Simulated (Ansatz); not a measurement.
The system is Pd.

```xyz
1
Lattice="-1.5723 1.5723 1.5723 1.5723 -1.5723 1.5723 1.5723 1.5723 -1.5723" Properties=species:S:1:pos:R:3 pbc="T T T"
Pd    0.0000    0.0000    0.0000
```

This isn't the form of Pd at room conditions, which is fcc.

```yaml
Program: Ansatz 0.2.0
Task: single point
Functional: PBEsol
Potentials_or_basis: all-electron LAPW, scalar-relativistic
Cutoff: 273 eV (chosen from the basis error)
Basis_error_allowed: 0.001 eV/atom
k_mesh: 12 × 12 × 12
Occupations: fermi-dirac, width 0.05 eV
Spin: no spin polarisation
```

On this cell: pressure -10.0 GPa; band gap on the k mesh none (metal or under the smearing width).

The same run follows on a disturbed copy (cell strained at random at fixed volume):

```xyz
1
Lattice="-1.5992 1.5491 1.6285 1.6030 -1.5085 1.5917 1.5779 1.4873 -1.5879" Properties=species:S:1:pos:R:3 pbc="T T T"
Pd   -0.0415    0.0035    0.0387
```

Question: What changes?

Answer: The energy (extrapolated to zero smearing) moves by +0.0 meV/atom; pressure -9.9 GPa; band gap on the k mesh none (metal or under the smearing width).

Stress tensor (GPa, compression positive):
```
 -9.60   1.21  -0.41
  1.21 -11.03  -2.36
 -0.41  -2.36  -9.21
```
